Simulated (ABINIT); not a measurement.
# PbS (Pm-3m) in ABINIT: single point with PBE

Aim: the single point of PbS with PBE.

Program: ABINIT 10.8.3 (patched build). These are calculated values, not measurements. Logs are shortened: lines on timing, memory, paths and dates and some standing lists are left out, and cuts for length are marked. The log counts tension as positive stress, the text compression.

## Step 1: The crystal as given

The structure is cubic, space group Pm-3m (No. 221). The conventional cell has a = 3.654 Å, b = 3.654 Å, c = 3.654 Å, α = 90.00°, β = 90.00°, γ = 90.00°. Around Pb (site symmetry m-3m) lie 8 S at 3.16 Å. Around S (site symmetry m-3m) lie 8 Pb at 3.16 Å.

Measurements of this composition are mostly on another form, of space group No. 225.

## Step 2: Single point, PBE

Input file run.abi:

```
# Pseudopotentials
pp_dirpath "./"
pseudos "Pb.upf, S.upf"

# Structure
acell 3*1.0
rprim
     6.9044148628     0.0000000000     0.0000000000
     0.0000000000     6.9044148628     0.0000000000
     0.0000000000     0.0000000000     6.9044148628
ntypat 2
znucl 82 16
natom 2
typat 1 2
xred
     0.0000000000     0.0000000000     0.0000000000
     0.5000000000     0.5000000000     0.5000000000

# Plane-wave basis
ecut 26.0

# k points
kptopt 1
ngkpt 5 5 5
nshiftk 1
shiftk 0.0 0.0 0.0

# Exchange and correlation
ixc 11

# Bands and occupations
nband 14
occopt 3
tsmear 0.05 eV

# SCF cycle
nstep 100
tolvrs 1.0e-10

# Output
iomode 3
prtwf 0
prteig 0
prtebands 0
enunit 2
prtden 1
prtvha 1
prtvclmb 1
prtpot 1
prtelf 1
```

Potentials or basis: PseudoDojo NC SR PBE v0.4.1 standard.

On the command line:

```
mpirun --bind-to none -np 4 abinit run.abi > log 2>&1
```

run.abo:

```text
.Version 10.8.3 of ABINIT
 Symmetries : space group Pm -3 m (#221); Bravais cP (primitive cubic)
================================================================================
 Values of the parameters that define the memory need of the present run
     intxc =       0    ionmov =       0      iscf =       7    lmnmax =       6
     lnmax =       6     mgfft =      32  mpssoang =       3    mqgrid =    3001
     natom =       2  nloc_mem =       1    nspden =       1   nspinor =       1
    nsppol =       1      nsym =      48    n1xccc =    2501    ntypat =       2
    occopt =       3   xclevel =       2
       mpw =        2092          nfft =       32768          nkpt =          10
================================================================================
================================================================================

--------------------------------------------------------------------------------
------------- Echo of variables that govern the present computation ------------
--------------------------------------------------------------------------------
 -outvars: echo values of preprocessed input variables --------
            acell      1.0000000000E+00  1.0000000000E+00  1.0000000000E+00 Bohr
              amu      2.07200000E+02  3.20660000E+01
             ecut      2.60000000E+01 Hartree
           enunit           2
              ixc          11
         kptrlatt        5    0    0      0    5    0      0    0    5
          kptrlen      3.45220743E+01
            natom           2
            nband          14
            ngfft          32      32      32
             nkpt          10
            nstep         100
             nsym          48
           ntypat           2
           occopt           3
        prtebands           0
           prteig           0
           prtelf           1
           prtpot           1
         prtvclmb           1
           prtvha           1
            prtwf           0
            rprim      6.9044148628E+00  0.0000000000E+00  0.0000000000E+00
                       0.0000000000E+00  6.9044148628E+00  0.0000000000E+00
                       0.0000000000E+00  0.0000000000E+00  6.9044148628E+00
          spgroup         221
           tolvrs      1.00000000E-10
           tsmear      1.83746611E-03 Hartree
            typat      1  2
           xangst      0.0000000000E+00  0.0000000000E+00  0.0000000000E+00
                       1.8268294988E+00  1.8268294988E+00  1.8268294988E+00
            xcart      0.0000000000E+00  0.0000000000E+00  0.0000000000E+00
                       3.4522074314E+00  3.4522074314E+00  3.4522074314E+00
             xred      0.0000000000E+00  0.0000000000E+00  0.0000000000E+00
                       5.0000000000E-01  5.0000000000E-01  5.0000000000E-01
            znucl       82.00000   16.00000

================================================================================

 chkinp: Checking input parameters for consistency.

================================================================================
== DATASET  1 ==================================================================

--- !DatasetInfo
iteration_state: {dtset: 1, }
dimensions: {natom: 2, nkpt: 10, mband: 14, nsppol: 1, nspinor: 1, nspden: 1, mpw: 2092, }
cutoff_energies: {ecut:  26.0, pawecutdg:  -1.0, }
electrons: {nelect:   2.00000000E+01, charge:   0.00000000E+00, occopt:   3.00000000E+00, tsmear:   1.83746611E-03, }
meta: {optdriver: 0, ionmov: 0, optcell: 0, iscf: 7, paral_kgb: 0, }
...

 Exchange-correlation functional for the present dataset will be:
  GGA: Perdew-Burke-Ernzerhof functional - ixc=11
  J.P.Perdew, K.Burke, M.Ernzerhof, PRL 77, 3865 (1996)

 Real(R)+Recip(G) space primitive vectors, cartesian coordinates (Bohr,Bohr^-1):
 R(1)=  6.9044149  0.0000000  0.0000000  G(1)=  0.1448349  0.0000000  0.0000000
 R(2)=  0.0000000  6.9044149  0.0000000  G(2)=  0.0000000  0.1448349  0.0000000
 R(3)=  0.0000000  0.0000000  6.9044149  G(3)=  0.0000000  0.0000000  0.1448349
 Unit cell volume ucvol=  3.2913998E+02 bohr^3
 Angles (23,13,12)=  9.00000000E+01  9.00000000E+01  9.00000000E+01 degrees

 getcut: wavevector=  0.0000  0.0000  0.0000  ngfft=  32  32  32
         ecut(hartree)=     26.000   => boxcut(ratio)=   2.01916

--- Pseudopotential description ------------------------------------------------
- pspini: atom type   1  psp file is ./Pb.upf
12 -101130 2 -1 1678                          pspcod,pspxc,lmax,lloc,mmax
     nproj     2     2     2

- pspini: atom type   2  psp file is ./S.upf
12 -101130 2 -1 1146                          pspcod,pspxc,lmax,lloc,mmax
     nproj     2     2     2

   1.07070427E+03                                ecore*ucvol(ha*bohr**3)
--------------------------------------------------------------------------------

================================================================================

--- !BeginCycle
iteration_state: {dtset: 1, }
solver: {iscf: 7, nstep: 100, nline: 4, wfoptalg: 0, }
tolerances: {tolvrs: 1.00E-10, }
...

     iter   Etot(hartree)      deltaE(h)  residm     vres2
 ETOT  1  -81.310402969822    -8.131E+01 3.241E-01 1.544E+02
 ETOT  2  -81.424597896632    -1.142E-01 2.318E-03 4.272E+01
 ETOT  3  -81.439894433397    -1.530E-02 1.087E-03 1.787E+00
 ETOT  4  -81.440202336019    -3.079E-04 2.007E-03 3.149E-01
 ETOT  5  -81.440287869411    -8.553E-05 3.649E-04 2.223E-03
 ETOT  6  -81.440288483910    -6.145E-07 7.038E-04 2.386E-04
 ETOT  7  -81.440288540715    -5.680E-08 9.664E-05 1.390E-06
 ETOT  8  -81.440288541028    -3.133E-10 1.806E-04 5.156E-08
 ETOT  9  -81.440288541042    -1.434E-11 2.265E-05 1.748E-10
 ETOT 10  -81.440288541043    -5.826E-13 4.282E-05 5.826E-13

 At SCF step   10       vres2   =  5.83E-13 < tolvrs=  1.00E-10 =>converged.

 Compute ELF
--------------------------------------------------------------------------------

 Compute kinetic energy density

 Compute gradient of the electron density
 Electron Localization Function (ELF) [min:0;max:1]
)     Maximum=    8.6239E-01  at reduced coord.    0.6250    0.6250    0.6250
)     Minimum=    2.0504E-08  at reduced coord.    0.5000    0.5000    0.5000
   Integrated=    1.0696E+02

--------------------------------------------------------------------------------
 End of ELF section

 Cartesian components of stress tensor (hartree/bohr^3)
  sigma(1 1)= -6.07906404E-06  sigma(3 2)=  0.00000000E+00
  sigma(2 2)= -6.07906404E-06  sigma(3 1)=  0.00000000E+00
  sigma(3 3)= -6.07906404E-06  sigma(2 1)=  0.00000000E+00

--- !ResultsGS
iteration_state: {dtset: 1, }
comment   : Summary of ground state results
lattice_vectors:
- [  6.9044149,   0.0000000,   0.0000000, ]
- [  0.0000000,   6.9044149,   0.0000000, ]
- [  0.0000000,   0.0000000,   6.9044149, ]
lattice_lengths: [   6.90441,    6.90441,    6.90441, ]
lattice_angles: [ 90.000,  90.000,  90.000, ] # degrees, (23, 13, 12)
lattice_volume:   3.2913998E+02
convergence: {deltae: -5.826E-13, res2:  5.826E-13, residm:  4.282E-05, diffor: null, }
etotal    :  -8.14402885E+01
entropy   :   0.00000000E+00
fermie    :   1.79261727E-01
cartesian_stress_tensor: # hartree/bohr^3
- [ -6.07906404E-06,   0.00000000E+00,   0.00000000E+00, ]
- [  0.00000000E+00,  -6.07906404E-06,   0.00000000E+00, ]
- [  0.00000000E+00,   0.00000000E+00,  -6.07906404E-06, ]
pressure_GPa:   1.7885E-01
xred      :
- [  0.0000E+00,   0.0000E+00,   0.0000E+00, Pb]
- [  5.0000E-01,   5.0000E-01,   5.0000E-01,  S]
cartesian_forces: # hartree/bohr
- [ -0.00000000E+00,  -0.00000000E+00,  -0.00000000E+00, ]
- [ -0.00000000E+00,  -0.00000000E+00,  -0.00000000E+00, ]
force_length_stats: {min:   0.00000000E+00, max:   0.00000000E+00, mean:   0.00000000E+00, }
...

 Integrated electronic density in atomic spheres:
 ------------------------------------------------
 Atom  Sphere_radius  Integrated_density
    1        2.00000         10.00748035
    2        2.00000          3.79861393
================================================================================

 ----iterations are completed or convergence reached----

 Mean square residual over all n,k,spin=   30.596E-08; max=  42.821E-06
 reduced coordinates (array xred) for    2 atoms
       0.000000000000      0.000000000000      0.000000000000
       0.500000000000      0.500000000000      0.500000000000
 rms dE/dt=  0.0000E+00; max dE/dt=  0.0000E+00; dE/dt below (all hartree)
    1       0.000000000000      0.000000000000      0.000000000000
    2       0.000000000000      0.000000000000      0.000000000000

 cartesian coordinates (angstrom) at end:
    1      0.00000000000000     0.00000000000000     0.00000000000000
    2      1.82682949876752     1.82682949876752     1.82682949876752

 cartesian forces (hartree/bohr) at end:
    1     -0.00000000000000    -0.00000000000000    -0.00000000000000
    2     -0.00000000000000    -0.00000000000000    -0.00000000000000
 frms,max,avg= 0.0000000E+00 0.0000000E+00   0.000E+00  0.000E+00  0.000E+00 h/b

 cartesian forces (eV/Angstrom) at end:
    1     -0.00000000000000    -0.00000000000000    -0.00000000000000
    2     -0.00000000000000    -0.00000000000000    -0.00000000000000
 frms,max,avg= 0.0000000E+00 0.0000000E+00   0.000E+00  0.000E+00  0.000E+00 e/A
 length scales=  1.000000000000  1.000000000000  1.000000000000 bohr
              =  0.529177210544  0.529177210544  0.529177210544 angstroms
 Fermi (or HOMO) energy (hartree) =   0.17926   Average Vxc (hartree)=  -0.38257
 Eigenvalues (hartree) for nkpt=  10  k points:
 kpt#   1, nband= 14, wtk=  0.00800, kpt=  0.0000  0.0000  0.0000 (reduced coord)
  -0.44570   -0.44570   -0.43789   -0.43789   -0.43789   -0.30639   -0.07192    0.11803
   0.11803    0.11803    0.37719    0.37719    0.41469    0.41469
      occupation numbers for kpt#   1
   2.00000    2.00000    2.00000    2.00000    2.00000    2.00000    2.00000    2.00000
   2.00000    2.00000    0.00000    0.00000    0.00000    0.00000
 prteigrs : prtvol=0 or 1, do not print more k-points.

 Fermi (or HOMO) energy (eV) =   4.87796   Average Vxc (eV)= -10.41035
 Eigenvalues (   eV  ) for nkpt=  10  k points:
 kpt#   1, nband= 14, wtk=  0.00800, kpt=  0.0000  0.0000  0.0000 (reduced coord)
 -12.12814  -12.12814  -11.91565  -11.91565  -11.91565   -8.33740   -1.95704    3.21164
   3.21164    3.21164   10.26389   10.26389   11.28418   11.28418
 prteigrs : prtvol=0 or 1, do not print more k-points.

--- !EnergyTerms
iteration_state     : {dtset: 1, }
comment             : Components of total free energy in Hartree
kinetic             :  3.84186743603527E+01
hartree             :  1.39823087067007E+01
xc                  : -2.31534991840812E+01
Ewald energy        : -5.74254498000017E+01
psp_core            :  3.25303620670688E+00
local_psp           : -4.35512099646565E+01
non_local_psp       : -1.29641090428619E+01
internal            : -8.14402487178409E+01
'-kT*entropy'       : -3.98232018114333E-05
total_energy        : -8.14402885410428E+01
total_energy_eV     : -2.21610314747445E+03
band_energy         : -4.50717548599951E+00
...

 Cartesian components of stress tensor (hartree/bohr^3)
  sigma(1 1)= -6.07906404E-06  sigma(3 2)=  0.00000000E+00
  sigma(2 2)= -6.07906404E-06  sigma(3 1)=  0.00000000E+00
  sigma(3 3)= -6.07906404E-06  sigma(2 1)=  0.00000000E+00

-Cartesian components of stress tensor (GPa)         [Pressure=  1.7885E-01 GPa]
- sigma(1 1)= -1.78852239E-01  sigma(3 2)=  0.00000000E+00
- sigma(2 2)= -1.78852239E-01  sigma(3 1)=  0.00000000E+00
- sigma(3 3)= -1.78852239E-01  sigma(2 1)=  0.00000000E+00

== END DATASET(S) ==============================================================
================================================================================

 -outvars: echo values of variables after computation  --------
            acell      1.0000000000E+00  1.0000000000E+00  1.0000000000E+00 Bohr
           etotal     -8.1440288541E+01
            fcart     -0.0000000000E+00 -0.0000000000E+00 -0.0000000000E+00
                      -0.0000000000E+00 -0.0000000000E+00 -0.0000000000E+00
            rprim      6.9044148628E+00  0.0000000000E+00  0.0000000000E+00
                       0.0000000000E+00  6.9044148628E+00  0.0000000000E+00
                       0.0000000000E+00  0.0000000000E+00  6.9044148628E+00
           strten     -6.0790640413E-06 -6.0790640413E-06 -6.0790640413E-06
                       0.0000000000E+00  0.0000000000E+00  0.0000000000E+00
           xangst      0.0000000000E+00  0.0000000000E+00  0.0000000000E+00
                       1.8268294988E+00  1.8268294988E+00  1.8268294988E+00
             xred      0.0000000000E+00  0.0000000000E+00  0.0000000000E+00
                       5.0000000000E-01  5.0000000000E-01  5.0000000000E-01
 Calculation completed.
```

It took 3.4 s on 4 MPI ranks of Arm Neoverse V2, shared host; peak memory 0.24 GiB.

What came out:

```
Free energy                                           : -2216.1031 eV
Pressure                                              : 0.2 GPa
Band gap on the k mesh                                : 0.46 eV, indirect (least direct gap 1.82 eV)
Valence electrons inside the program's atomic spheres : Pb 10.01; S 3.80
```

Caveat: spin-orbit coupling is left out, which as a rule narrows the gap of such compounds by several tenths of an eV; an odd mesh through Γ misses points on the zone boundary, where band edges often lie.

## Step 3: The reference run

An earlier run on the cell as given: functional PBE; potentials or basis JTH PAW PBE v2.0; cutoff 599 eV; k mesh 7 × 7 × 7; occupations fermi-dirac, width 0.05 eV; no spin polarisation.

* Pressure: 0.0 GPa
* Valence electrons inside the program's atomic spheres: Pb 11.29; S 3.52
